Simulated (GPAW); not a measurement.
# WS2 (Tungstenite) (P6_3/mmc) in GPAW: a series of runs, part 2 of 2

GPAW 26.7.0. The steps go on from the part before.

### 3 Optical spectrum, PBE+U

The input, run.py:

```python
from ase.dft.bandgap import bandgap
from ase.io import read, write
from gpaw import GPAW, PW
from gpaw.response.df import DielectricFunction

atoms = read('WS2.xyz')

calc = GPAW(mode=PW(500),
            xc='PBE',
            kpts={'size': (8, 8, 2), 'gamma': True},
            occupations={'name': 'fermi-dirac', 'width': 0.001},
            setups={'W': ':d,6.0'},
            nbands=46,
            convergence={'density': 1e-06},
            maxiter=150,
            txt='gpaw.txt')
atoms.calc = calc
energy = atoms.get_potential_energy()
calc.write('gs.gpw')
write('result.traj', atoms)
print(f'Energy: {energy:.6f} eV')
print('Fermi level:', round(calc.get_fermi_level(), 4), 'eV')
print(f'Gap: {bandgap(calc)[0]:.4f} eV, direct: {bandgap(calc, direct=True)[0]:.4f} eV')

dense = calc.fixed_density(kpts={'size': (10, 10, 3), 'gamma': True},
                           nbands=80, convergence={'bands': 74, 'eigenstates': 1e-7},
                           update_fermi_level=True, txt='dense.txt')
dense.write('dense.gpw', mode='all')

df = DielectricFunction('dense.gpw', frequencies={'type': 'nonlinear', 'domega0': 0.05, 'omega2': 10},
                        eta=0.1, ecut=50, nbands=74, intraband=False, txt='df.txt')
for direction in ['x', 'z']:
    df.get_dielectric_function(xc='RPA', direction=direction, filename=f'df_{direction}.csv')
    e0, e = df.get_macroscopic_dielectric_constant(xc='RPA', direction=direction)
    print(f'{direction}: static eps {e0:.4f} without, {e:.4f} with local fields')
```

The input, WS2.xyz:

```xyz
6
Lattice="3.1800000000 0.0000000000 0.0000000000 -1.5900000000 2.7539607840 0.0000000000 0.0000000000 0.0000000000 12.5000000000" Properties=species:S:1:pos:R:3 pbc="T T T"
W      1.5900000002      0.9179869279      9.3750000000
W     -0.0000000002      1.8359738561      3.1250000000
S      1.5900000002      0.9179869279      4.6875000000
S     -0.0000000002      1.8359738561     10.9375000000
S      1.5900000002      0.9179869279      1.5625000000
S     -0.0000000002      1.8359738561      7.8125000000
```

Potentials or basis: GPAW PAW data sets (gpaw-data 1.2.1), pw.

On the command line:

```console
OMP_NUM_THREADS=1 python run.py
```

gpaw.txt:

```text
__  _  _
 | _ |_)|_||  |
 |__||  | ||/\| - 26.7.0

Input parameters:
  mode=PW(ecut=500.0),
  convergence={'density': 1e-06},
  kpts=MonkhorstPack(size=(8, 8, 2), gamma=True),
  maxiter=150,
  nbands=46,
  occupations=Occupations(name='fermi-dirac', width=0.001),
  setups={'W': ':d,6.0'},
  xc=XC(name='PBE')

Diagonalizing LCAO Hamiltonian
Converting LCAO to pw mode

        S

           W
        S

           S
        W

           S

Atoms  # Å, Bohr magnetons
|   | symbol |         x |        y |         z |    initial magnetic moments |
|---|--------|-----------|----------|-----------|-----------------------------|
| 0 |      W |  1.590000 | 0.917987 |  9.375000 | ( 0.0000,  0.0000,  0.0000) |
| 1 |      W | -0.000000 | 1.835974 |  3.125000 | ( 0.0000,  0.0000,  0.0000) |
| 2 |      S |  1.590000 | 0.917987 |  4.687500 | ( 0.0000,  0.0000,  0.0000) |
| 3 |      S | -0.000000 | 1.835974 | 10.937500 | ( 0.0000,  0.0000,  0.0000) |
| 4 |      S |  1.590000 | 0.917987 |  1.562500 | ( 0.0000,  0.0000,  0.0000) |
| 5 |      S | -0.000000 | 1.835974 |  7.812500 | ( 0.0000,  0.0000,  0.0000) |

Unit cell  # Å
| periodic |         x |        y |         z |   lengths |     angles |
|----------|-----------|----------|-----------|-----------|------------|
|      yes |  3.180000 | 0.000000 |  0.000000 |  3.180000 |  90.000000 |
|      yes | -1.590000 | 2.753961 |  0.000000 |  3.180000 |  90.000000 |
|      yes |  0.000000 | 0.000000 | 12.500000 | 12.500000 | 120.000000 |

Number of symmetries: 12
Symmetry operations  # r_c * U_cc + t_c -> r_c
|    | kind |            matrix            |
|----|------|------------------------------|
|  0 |  σ   |  1, 1, 0,  0,-1, 0,  0, 0, 1 |
|  1 |  S6  |  1, 1, 0, -1, 0, 0,  0, 0,-1 |
|  2 |  E   |  1, 0, 0,  0, 1, 0,  0, 0, 1 |
|  3 |  C2  |  1, 0, 0, -1,-1, 0,  0, 0,-1 |
|  4 |  C2  |  0, 1, 0,  1, 0, 0,  0, 0,-1 |
|  5 |  C3  |  0, 1, 0, -1,-1, 0,  0, 0, 1 |
|  6 |  S6  |  0,-1, 0,  1, 1, 0,  0, 0,-1 |
|  7 |  σ   |  0,-1, 0, -1, 0, 0,  0, 0, 1 |
|  8 |  σ   | -1, 0, 0,  1, 1, 0,  0, 0, 1 |
|  9 |  i   | -1, 0, 0,  0,-1, 0,  0, 0,-1 |
| 10 |  C3  | -1,-1, 0,  1, 0, 0,  0, 0, 1 |
| 11 |  C2  | -1,-1, 0,  0, 1, 0,  0, 0,-1 |

BZ-sampling:
  Number of BZ points: 128
  Number of IBZ points: 20

  Monkhorst-Pack size: [8, 8, 2]
  Monkhorst-Pack shift: [0.0625, 0.0625, 0.25]

K-points  # in reciprocal-cell coordinates
|     |                                coordinates |     weight |
|-----|--------------------------------------------|------------|
|   0 | (  0.00000000,   0.00000000,   0.00000000) | 0.00781250 |
|   1 | (  0.00000000,   0.00000000,   0.50000000) | 0.00781250 |
|   2 | (  0.12500000,   0.00000000,   0.00000000) | 0.04687500 |
|   3 | (  0.12500000,   0.00000000,   0.50000000) | 0.04687500 |
|   4 | (  0.25000000,  -0.12500000,   0.00000000) | 0.04687500 |
|   5 | (  0.25000000,  -0.12500000,   0.50000000) | 0.04687500 |
|   6 | (  0.25000000,   0.00000000,   0.00000000) | 0.04687500 |
|   7 | (  0.25000000,   0.00000000,   0.50000000) | 0.04687500 |
|   8 | (  0.37500000,  -0.12500000,   0.00000000) | 0.09375000 |
|   9 | (  0.37500000,  -0.12500000,   0.50000000) | 0.09375000 |
| ... |                                            |            |
|  19 | (  0.50000000,   0.50000000,   0.50000000) | 0.02343750 |

Plane wave coefficients: 2798
Cutoff: 500.0 eV

Spin-components: 1 (collinear spins)
Bands:           46
Projectors:      32
Spin-degeneracy: 2
Datatype:        complex128

Parallelization:
  kpt:    1
  domain: 1
  band:   1

Density:
  Valence electrons: 52.0
  Components: 1
  Grid points: [18 18 70]
  Charge: 0.0  # |e|

Potential:
  Grid points: [18 18 70]

species:
  W:
    name:    Tungsten
    Z:       74.0
    valence: 14
    core:    60
    charge:  0.0  # [|e|]
    Hubbard: {U: 6.0,  # eV
              l: 2,
              scale: True}
    compensation charges:
      type: gauss
      rc: 0.40  # [Å]
      lmax: 2
    cutoffs:
      filter: 2.36  # [Å]
      core: 3.02  # [Å]
    projectors
    | kind |    occ | energy [eV] | rcut [Å] |
    |------|--------|-------------|----------|
    |   5s |  2.000 |     -78.830 |    1.344 |
    |   6s |  2.000 |      -5.697 |    1.344 |
    |   5p |  6.000 |     -43.233 |    1.355 |
    |   6p |  0.000 |      -1.367 |    1.355 |
    |   5d |  4.000 |      -4.494 |    1.228 |
    |    d |        |      22.717 |    1.228 |

    Using partial waves for W as LCAO basis

  S:
    name:    Sulfur
    Z:       16.0
    valence: 6
    core:    10
    charge:  0.0  # [|e|]
    compensation charges:
      type: gauss
      rc: 0.24  # [Å]
      lmax: 2
    cutoffs:
      filter: 1.77  # [Å]
      core: 1.66  # [Å]
    projectors
    | kind |    occ | energy [eV] | rcut [Å] |
    |------|--------|-------------|----------|
    |   3s |  2.000 |     -17.254 |    0.974 |
    |   3p |  4.000 |      -7.008 |    0.979 |
    |    s |        |       9.957 |    0.974 |
    |    p |        |      20.203 |    0.979 |
    |    d |        |       0.000 |    0.900 |

    Using partial waves for S as LCAO basis

Reference energy: -920973.822900  # eV

eigensolver:
  PPCG
  Converge bands: occupied
  niter=2

density mixing:
  MSR1-Mixer
  Pratt-step length: 0.05
  Maximum mixing coefficient: 0.75
  Old densities: 10
  SVD Regularization: 0.005
  Good broyden scale: 1.0
  Trust region scale: 1.0
  Backstep threshold: 4.0
  History deletion threshold: 6.0
  Fourier metric: weight=20.0, sigma=0.015

occupation numbers:
  Fermi-Dirac:
    width: 0.0010  # eV

poisson solver:
  ecut: 4000.0  # eV

xc functional:
  name: PBE with 2 nearest neighbor stencil

convergence criteria:
- Maximum integral of absolute [dens]ity change: 1e-06 electrons / valence electron
- Maximum [total energy] change in last 3 cyles: 0.0005 eV / valence electron
- Maximum integral of absolute [eigenst]ate change: 4e-08 eV^2 / valence electron
maximum number of iterations: 150

SCF iterations
|iter     | |      energy | eigst |  dens |
|---------|-|-------------|-------|-------|
|iter:   1| |  -30.711813 | +0.41 |       |
|iter:   2| |  -30.772249 | -1.44 | -1.11 |
|iter:   3| |  -30.179998 | -1.32 | -1.15 |
|iter:   4| |  -29.971069 | -1.99 | -1.40 |
|iter:   5| |  -29.879792 | -2.22 | -1.68 |
|iter:   6| |  -29.973758 | -2.90 | -2.06 |
|iter:   7| |  -29.890758 | -3.22 | -1.93 |
|iter:   8| |  -29.896060 | -4.48 | -2.76 |
|iter:   9| |  -29.903613c| -3.99 | -2.98 |
|iter:  10| |  -29.906446c| -4.04 | -3.11 |
|iter:  11| |  -29.907093c| -4.64 | -3.30 |
|iter:  12| |  -29.907228c| -5.39 | -3.65 |
|iter:  13| |  -29.907267c| -6.20 | -3.91 |
|iter:  14| |  -29.907274c| -6.80 | -4.51 |
|iter:  15| |  -29.907274c| -7.19 | -4.97 |
|iter:  16| |  -29.907274c| -7.99c| -5.55 |
|iter:  17| |  -29.907274c| -9.05c| -6.03c|

Converged in 17 steps
Energy contributions relative to reference atoms: (reference = -920973.822900)

Energy contributions:
  Kinetic:          29.468718
  Coulomb:         -33.706269
  Zero:              0.352938
  External:          0.000000
  Xc:              -26.022662
  Entropy:          -0.000000
  Spinorbit:         0.000000
  ----------------------------
  Free energy:     -29.907274
  Extrapolated:    -29.907274

dipole moment: (0.000004, 0.000006, 0.000029)  # |e|*Ang

Fermi level: 9.386
Eigenvalues  # (at kpt = [0.000, 0.000, 0.000])
| band index |      eig [eV] | occ [0-2] |
|------------|---------------|-----------|
|          0 |       -66.551 |     2.000 |
|        ... |               |           |
|         18 |         5.140 |     2.000 |
|         19 |         6.469 |     2.000 |
|         20 |         6.469 |     2.000 |
|         21 |         6.516 |     2.000 |
|         22 |         6.516 |     2.000 |
|         23 |         6.958 |     2.000 |
[... 8 lines left out ...]
|         32 |        11.146 |     0.000 |
|         33 |        11.146 |     0.000 |
|        ... |               |           |
|         45 |        21.019 |     0.000 |

Gap: 1.313 eV
Transition (v -> c):
  (s=0, k=0, n=25, [0.00, 0.00, 0.00]) -> (s=0, k=12, n=26, [0.38, 0.38, 0.00])
Direct/indirect transitions are different
Direct gap: 1.608 eV
Transition at: (s=0, k=12, n=25, [0.38, 0.38, 0.00])
# Writing to gs.gpw (mode='')
```

It took 6.1 min on 1 thread of Arm Neoverse V2, shared host; peak memory 0.64 GiB.

What came out:

- Free energy: -29.9073 eV
- Band gap on the k mesh: 1.31 eV, indirect (least direct gap 1.61 eV)

Dielectric function (mean over the directions given):
| energy (eV) | real part | imaginary part |
| --- | --- | --- |
| 0.25 | 10.19 | 0.05 |
| 0.67 | 10.65 | 0.19 |
| 1.15 | 12.47 | 0.85 |
| 1.66 | 6.59 | 6.35 |
| 2.18 | 11.84 | 3.28 |
| 2.66 | 11.92 | 4.38 |
| 3.17 | 9.48 | 9.15 |
| 3.56 | 5.38 | 8.54 |
| 4.03 | 7.18 | 7.71 |
| 4.51 | 3.91 | 9.48 |
| 5.01 | 3.93 | 8.33 |
| 5.53 | 0.82 | 7.51 |
| 6.07 | 1.84 | 5.38 |
| 6.55 | 1.32 | 6.56 |
| 6.87 | 0.74 | 5.73 |
| 7.38 | 0.98 | 4.92 |
| 7.90 | 0.30 | 4.74 |
| 8.43 | 1.61 | 4.24 |
| 8.89 | 0.81 | 3.92 |
| 9.47 | 0.96 | 4.78 |
| 9.76 | -0.14 | 4.67 |
| 10.26 | 0.61 | 3.74 |
| 10.78 | 0.86 | 3.91 |
| 11.31 | 0.04 | 4.37 |
| 11.85 | -0.91 | 4.31 |
| 12.30 | -1.50 | 3.44 |
| 12.77 | -1.06 | 2.46 |
| 13.24 | -1.26 | 2.34 |
| 13.72 | -0.77 | 1.78 |
| 14.22 | -0.40 | 2.07 |
| 14.73 | -0.68 | 2.06 |
| 15.26 | -0.70 | 1.79 |
| 15.80 | -0.76 | 1.83 |
| 16.21 | -0.96 | 1.60 |
| 16.78 | -0.76 | 1.13 |
| 17.36 | -0.53 | 0.94 |
| 17.96 | -0.39 | 0.96 |
| 18.58 | -0.31 | 0.96 |
| 19.22 | -0.38 | 0.86 |
| 19.87 | -0.36 | 0.75 |

Caveat: the long-wavelength limit can be off by several per cent where d states take part; response on these states lacks terms of the Hamiltonian; spectra need much finer meshes, so this one isn't converged; independent-particle spectra lack excitons; spin-orbit coupling is left out, which moves the levels of the heavy elements; an odd mesh through Γ misses points on the zone boundary, where band edges often lie.
